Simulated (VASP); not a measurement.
MoS2, a slab with vacuum:

```xyz
6
Lattice="3.1845 0.0000 0.0000 -1.5923 2.7579 0.0000 0.0000 0.0000 21.6705" Properties=species:S:1:pos:R:3 pbc="T T T"
Mo    0.0000    1.8386   18.4451
Mo    1.5923    0.9193    3.2254
S     1.5923    0.9193   16.8949
S     0.0000    1.8386    1.6741
S     1.5923    0.9193   19.9965
S     0.0000    1.8386    4.7756
```

* Program: VASP 6.6.1
* Task: single point
* Functional: PBEsol
* Potentials or basis: VASP PAW PBE potentials, release 64 (Mo_sv, S)
* Cutoff: 520 eV
* k mesh: 10 × 10 × 2
* Occupations: fermi-dirac, width 0.05 eV
* Spin: no spin polarisation

On this cell: largest force 0.131 eV/Å; band gap on the k mesh 1.39 eV, indirect (least direct gap 1.90 eV).

The same run follows on a disturbed copy (atoms moved at random, drawn with an rms of 0.05 Å):

```
Mo S
1.0
     3.18454    0.00000    0.00000
    -1.59227    2.75789    0.00000
     0.00000    0.00000   21.67053
Mo S
2 4
Direct
  0.34384 0.66824 0.85091
  0.67791 0.34480 0.14846
  0.67064 0.34761 0.77843
  0.33154 0.66630 0.07732
  0.65108 0.33668 0.92370
  0.32899 0.65297 0.21840
```

Question: What does the disturbed cell give?

Answer: The energy moves by +17.2 meV/atom; largest force 1.259 eV/Å; band gap on the k mesh 1.31 eV, indirect (least direct gap 1.76 eV).

Forces on the atoms (eV/Å):
```
Mo  -1.194  0.396  0.041
Mo  -0.338 -1.064 -0.436
S    0.416 -0.307  0.481
S    0.227  0.355 -0.141
S    0.779 -0.088 -0.500
S    0.110  0.708  0.556
```

Caveats: the PAW data sets were made with another functional, which shifts forces and pressure a little.

A k mesh can miss the band edges.
